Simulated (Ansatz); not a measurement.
Zincblende BaTe, relaxed with r2SCAN, was run in Ansatz under altered settings. All numbers are computed, without spin polarisation but where a row says otherwise.

```
Ba Te
1.0
     0.00000    3.91416    3.91416
     3.91416    0.00000    3.91416
     3.91416    3.91416    0.00000
Ba Te
1 1
Direct
  0.00000 0.00000 0.00000
  0.25000 0.25000 0.25000
```

The base run's other keys:
```yaml
kpoints:
  mp_grid: { grid: [4, 4, 4] }
hamiltonian:
  xc: hse06
scf:
  occupations: { method: fixed }
  n_extra_bands: 4
```

It takes 13 iterations with 2397 plane waves at 420 eV and 8 k points, and leaves a mean stress of -0.12 GPa. The gap over this mesh is 3.312 eV. It ran on 4 threads of Arm Neoverse N1 (shared host).

Outcomes, with energy and stress as changes against the base:

| setting | outcome | ΔF (meV/atom) | Δ mean stress (GPa) | gap on the mesh (eV) | iterations | wall time |
| --- | --- | --- | --- | --- | --- | --- |
| scf.exx.ecutfock_ratio: 2 | converged | 0.0 | 0.0 | 3.312 | 13 | 27 s |
| PBE hybrid, exx coeff 0.35, omega 0.1 1/Å | converged | – | -0.1 | 4.052 | 12 | 29 s |
| scf.exx.max_outer_iter: 2 | converged | 0.0 | 0.0 | 3.312 | 17 | 28 s |
| scf.exx.singularity: regularized | converged | +0.2 | 0.0 | 3.312 | 13 | 26 s |
| scf.occupations: methfessel_paxton 0.001 | converged | 0.0 | 0.0 | 3.311 | 13 | 27 s |
| scf.mixing.beta: 5.0 | refused | – | – | – | – | 0.02 s |

A dash marks a value that wasn't obtained or can't be compared. Stress is positive in compression. The base took 27 s.

- PBE hybrid, exx coeff 0.35, omega 0.1 1/Å. That is 35 % exact exchange, screened with ω = 0.1 1/Å, against HSE06's 25 % screened at 0.208 1/Å. The mean stress moves by -0.1 GPa and the gap on the mesh by +0.741 eV (to 4.052). Totals of different functionals aren't comparable. The program warns that on this mesh the truncation of the exchange isn't bounded, so part of the change can be an error of the mesh.
- scf.mixing.beta: 5.0. The program doesn't start. Error: invalid value for `scf.mixing.beta`: must be finite and in (0, 1]; got 5

Within 1 meV an atom, 0.1 GPa and 0.005 eV of the base stay: scf.exx.ecutfock_ratio: 2; scf.exx.max_outer_iter: 2; scf.exx.singularity: regularized; scf.occupations: methfessel_paxton 0.001.

No spin-orbit coupling is included; it can move band edges with weight on the heavy atoms by tenths of an eV.

The stress of a hybrid is loosely converged in these runs.

The meshes of the hybrids are coarse, so their gaps aren't converged to the digits shown.
